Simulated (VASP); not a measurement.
## Cd5O4: relaxation of the atoms with PBE+D4

The system is Cd5O4, a slab with vacuum.

```
CELL_PARAMETERS angstrom
3.32079 0.00000 0.00000
-1.66039 2.87588 0.00000
0.00000 0.00000 25.84564
ATOMIC_POSITIONS crystal
Cd 0.66667 0.33333 0.29018
Cd 0.33333 0.66667 0.39509
Cd 0.00000 0.00000 0.50000
Cd 0.66667 0.33333 0.60491
Cd 0.33333 0.66667 0.70982
O 0.00000 0.00000 0.34264
O 0.66667 0.33333 0.44755
O 0.33333 0.66667 0.55245
O 0.00000 0.00000 0.65736
```

The cell isn't the ideal one: the (1 1 1) slab of CdO, cut from the database cell, not relaxed.

- Program: VASP 6.6.1
- Task: relaxation of the atoms
- Functional: PBE
- Dispersion: D4
- Potentials or basis: VASP PAW PBE potentials, release 64 (Cd, O)
- Cutoff: 520 eV
- k mesh: 9 × 9 × 1
- Occupations: gaussian, width 0.05 eV
- Spin: no spin polarisation
- Dipole correction: yes
- Atoms held fixed (from 0): [0, 5, 1, 6]
- Further INCAR settings: ALGO = Normal; EDIFF = 1e-06; IBRION = 2; EDIFFG = -0.01; NSW = 60

| Item | Value |
| --- | --- |
| Energy gained by relaxing | 4.3 meV/atom |
| Ionic steps | 15 |
| Band gap on the k mesh | none (metal or under the smearing width) |
| Dispersion energy per atom | -0.277 eV |

Step by step:
```csv
step,energy change (eV),largest force (eV/Å),pressure (GPa)
1,0.0000,0.4410,1.44
2,-0.0109,0.4340,1.32
3,-0.0135,0.4473,1.23
4,-0.0169,0.4475,1.15
5,-0.0227,0.4469,0.93
6,-0.0232,0.4454,0.85
7,-0.0273,0.4388,0.77
8,-0.0319,0.4281,0.57
9,-0.0344,0.4286,0.52
10,-0.0386,0.4318,0.38
11,-0.0391,0.4334,0.32
12,-0.0391,0.4337,0.31
13,-0.0391,0.4354,0.31
14,-0.0391,0.4417,0.30
15,-0.0391,0.4402,0.30
```

Final structure:
```cif
data_structure
_symmetry_space_group_name_H-M 'P 1'
_symmetry_Int_Tables_number 1
_cell_length_a 3.3208
_cell_length_b 3.3208
_cell_length_c 25.8456
_cell_angle_alpha 90.000
_cell_angle_beta 90.000
_cell_angle_gamma 120.000
_cell_volume 246.83
loop_
_atom_site_label
_atom_site_type_symbol
_atom_site_fract_x
_atom_site_fract_y
_atom_site_fract_z
_atom_site_occupancy
Cd1 Cd 0.66667 0.33333 0.29018 1
Cd2 Cd 0.33333 0.66667 0.39509 1
Cd3 Cd 0.00000 0.00000 0.50174 1
Cd4 Cd 0.66667 0.33333 0.60865 1
Cd5 Cd 0.33333 0.66667 0.71766 1
O1 O 0.00000 0.00000 0.34264 1
O2 O 0.66667 0.33333 0.44755 1
O3 O 0.33333 0.66667 0.55582 1
O4 O 0.00000 0.00000 0.66364 1
```

Levels at points of the mesh, in eV from the Fermi level:
| k point | band 38 | band 39 | band 40 | band 41 | band 42 | band 43 | band 44 | band 45 | band 46 | band 47 |
| --- | --- | --- | --- | --- | --- | --- | --- | --- | --- | --- |
| (0.00, 0.00, 0.00) | -2.43 | -2.18 | -2.01 | -2.01 | -1.66 | -1.66 | -0.54 | 0.73 | 1.70 | 2.48 |

Wall time 26 min on 1 thread of AMD EPYC 9R45 (Zen 5), with other jobs on the host, peak memory 0.44 GiB.
